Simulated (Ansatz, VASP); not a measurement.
LiF: VASP beside Ansatz

INCAR

```
SYSTEM = LiF
ALGO = Normal
EDIFF = 1E-8
ENCUT = 520
GGA = PE
ISIF = 2
ISMEAR = -1
LASPH = .TRUE.
LCHARG = .FALSE.
LEFG = .TRUE.
LREAL = .FALSE.
LWAVE = .FALSE.
NBANDS = 12
NELM = 60
PREC = Accurate
SIGMA = 0.03
```

KPOINTS

```
k-points
0
G
  10 10 10
  0 0 0
```

POSCAR

```
LiF
1.0
    0.0000000000      2.0273381370      2.0273381370
    2.0273381370      0.0000000000      2.0273381370
    2.0273381370      2.0273381370      0.0000000000
Li F
1 1
Direct
    0.0000000000      0.0000000000      0.0000000000
    0.5000000000      0.5000000000      0.5000000000
```

Input for Ansatz:

```yaml
crystal:
  lattice:
    - [0.0, 2.027338137, 2.027338137]
    - [2.027338137, 0.0, 2.027338137]
    - [2.027338137, 2.027338137, 0.0]
  atoms:
    - { symbol: Li, position: [0.0, 0.0, 0.0] }
    - { symbol: F, position: [0.5, 0.5, 0.5] }
kpoints:
  mp_grid: { grid: [10, 10, 10] }
scf:
  occupations: { method: fermi_dirac, width: 0.03 }
hamiltonian:
  xc: pbe
  pseudopotentials: { kind: all_electron, datasets: crystal }
output:
  forces: true
  stress: true
  eigenvalues: true
  efg: { contact_densities: true }
```

Change from the starting cell: volume scaled by 1.02, crystal datasets.

Alike in both runs: task electric field gradients; functional PBE; k mesh 10 × 10 × 10; occupations fermi-dirac, width 0.03 eV; no spin polarisation.

|  | VASP | Ansatz |
| --- | --- | --- |
| version | VASP 6.6.1 | Ansatz 0.2.0 |
| potentials or method | VASP PAW PBE potentials, release 64 (Li_sv, F) | all-electron PAW with datasets made for the crystal, scalar-relativistic |
| plane-wave cutoff (eV) | 520 | see its input |

```tsv
	VASP	Ansatz	Ansatz less VASP
gap on the k mesh at the Fermi level (eV)	8.91	8.89	-0.020
Vzz of the field gradient on the site that differs most (V/Å²)	0.0	0.0	0.00
```

Ansatz ran all-electron here, so the differences hold the error of VASP's frozen core and of both bases.

 A k mesh can miss the band edges.
